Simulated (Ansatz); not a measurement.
Zone-centre phonons of HfC at 5.5 GPa: input and output

All numbers below come from DFT PBE, scalar-relativistic, plane waves, PAW (Ansatz 0.2.0).

Launched with:
```bash
ansatz run input.yaml --threads 1 --pin off --max-ram 1228MiB --backend cpu --events-out ev --progress --plain --runs-dir out
```

Input (bare energies are in eV):
```yaml
crystal:
  lattice:
    - [2.8778, 0.0, 0.0]
    - [0.0, 2.8778, 0.0]
    - [0.0, 0.0, 2.8778]
  atoms:
    - { symbol: Hf, position: [0.0, 0.0, 0.0] }
    - { symbol: C, position: [0.5, 0.5, 0.5] }
basis:
  ecutwfc: 420
kpoints:
  mp_grid: { grid: [14, 14, 14] }
hamiltonian:
  xc: pbe
scf:
  occupations: { method: fermi_dirac, width: 0.15 }
output:
  eigenvalues: true
phonons:
  method: dfpt
  eigenvectors: true
```

The end of the output:
```
--- Phonons (Γ-DFPT): 2 representative perturbations + reference, on 288 of 2744 k-points (Σ response iterations 7) ---
  k mesh reduced under 8 symmetry operations, with k and −k counted as one. Each operation leaves every solved perturbation unchanged. A smaller set is not used because it would not reduce the number of displacements ...
  ASR residual: 2.596e-4 → 0.000e0 eV/Å²; symmetrization residual: 8.340e-7 eV/Å²
  ASR residual per site (eV/Å²): 2.60e-4 3.00e-5
  Γ frequencies (cm⁻¹): 0.00 0.00 0.00 160.87 160.87 160.87
  non-analytic LO–TO correction: not included (Born effective charges unavailable; polar crystals: no LO–TO splitting at Γ)
```

Time: 21 s on 1 thread of Intel(R) Xeon(R) 6975P-C (Granite Rapids), with other jobs on the host, peak memory 0.76 GiB.

The cell is the ideal cubic caesium chloride prototype; this isn't the usual structure of the compound. In a metal, frequencies and elastic constants depend on the k mesh and the smearing, soft modes and shear constants most. Spin–orbit coupling is left out, which can shift energies with elements as heavy as these.